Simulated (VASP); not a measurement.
Crystal: CdS.

```
Cd S
1.0
     0.00000    2.75324    2.75324
     2.75324    0.00000    2.75324
     2.75324    2.75324    0.00000
Cd S
1 1
Direct
  0.00000 0.00000 0.00000
  0.50000 0.50000 0.50000
```

Measurements of this composition are mostly on another form, of space group No. 186.

- Program: VASP 6.6.1
- Task: single point
- Functional: PBE
- Potentials or basis: VASP PAW PBE potentials, release 64 (Cd, S)
- Cutoff: 520 eV
- k mesh: 8 × 8 × 8
- Occupations: fermi-dirac, width 0.05 eV
- Spin: no spin polarisation

On this cell: pressure -0.1 GPa; largest force zero by symmetry; band gap on the k mesh 0.26 eV, indirect (least direct gap 1.53 eV).

The same run follows on a disturbed copy (atoms moved at random, drawn with an rms of 0.05 Å):

```
Cd S
1.0
     0.00000    2.75324    2.75324
     2.75324    0.00000    2.75324
     2.75324    2.75324    0.00000
Cd S
1 1
Direct
  0.00435 0.97727 0.01314
  0.50084 0.49397 0.49740
```

Q: What does the disturbed cell give?

A: The energy moves by +1.3 meV/atom; pressure 0.0 GPa; largest force 0.086 eV/Å; band gap on the k mesh 0.27 eV, indirect (least direct gap 1.53 eV).

Forces in eV/Å, atoms in the order of the input:
```
Cd   0.004 -0.071  0.047
S   -0.004  0.071 -0.047
```

Stress tensor (GPa, compression positive):
```
-0.09  0.00  0.00
 0.00  0.17  0.02
 0.00  0.02  0.03
```

A k mesh can miss the band edges.
